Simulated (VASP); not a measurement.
A run of VASP 6.6.1 is set up as follows.

File INCAR:

```
  PREC = Accurate
  ENCUT = 520
  EDIFF = 1E-7
  ISMEAR = -1
  SIGMA = 0.05
  LREAL = Auto
  LASPH = T
  NELM = 100
  ALGO = Normal
  ISIF = 2
  LWAVE = F
  LCHARG = F
  GGA = PE
  IVDW = 12
  IBRION = 2
  NSW = 35
  EDIFFG = -0.3
```

File KPOINTS:

```
regular mesh
0
Gamma
  1 1 1
```

File POSCAR:

```
H7CN
1.0
    6.9561890000      0.0000000000      0.0000000000
    0.0000000000      6.9561890000      0.0000000000
    0.0000000000      0.0000000000      6.9561890000
C H N
3 21 3
Direct
    0.2001101000      0.6338272000      0.3386687000
    0.1338736000      0.6951973000      0.8165049000
    0.7359132000      0.6409284000      0.3076124000
    0.2982214000      0.7045376000      0.4382297000
    0.1185332000      0.5239712000      0.4149253000
    0.2821210000      0.5671356000      0.2230632000
    0.1015647000      0.7396644000      0.2784566000
    0.2704394000      0.6741358000      0.8902910000
    0.0185660000      0.6306897000      0.9006544000
    0.1397606000      0.6274112000      0.6754072000
    0.1067282000      0.8485526000      0.7996673000
    0.8164446000      0.5867474000      0.4305649000
    0.6204020000      0.7340800000      0.3577937000
    0.6750523000      0.5205833000      0.2279180000
    0.8317539000      0.7223031000      0.2141729000
    0.7254856000      0.2571903000      0.5267628000
    0.7888130000      0.0584017000      0.4208246000
    0.5891006000      0.0677041000      0.5423918000
    0.5712283000      0.4674669000      0.7839451000
    0.5853320000      0.5376237000      0.5611688000
    0.7008932000      0.6540429000      0.7280292000
    0.4499085000      0.2457473000      0.7306858000
    0.2745778000      0.0948948000      0.7660814000
    0.3245052000      0.2563152000      0.9279483000
    0.7284230000      0.1119209000      0.5427045000
    0.5748365000      0.5861230000      0.6986593000
    0.3851369000      0.1634940000      0.8326908000
```

Potentials or basis: VASP PAW PBE potentials, release 64 (C, H, N).

Launch:

```sh
$ cat potpaw_PBE.64/C/POTCAR potpaw_PBE.64/H/POTCAR potpaw_PBE.64/N/POTCAR > POTCAR
$ mpirun -np 1 vasp_gam > vasp.out
```

(1) Estimate the energy gained by relaxing.

(2) Estimate the band gap on the k mesh.

## Answers

(1) 22.8 meV/atom.

(2) 4.27 eV, direct.
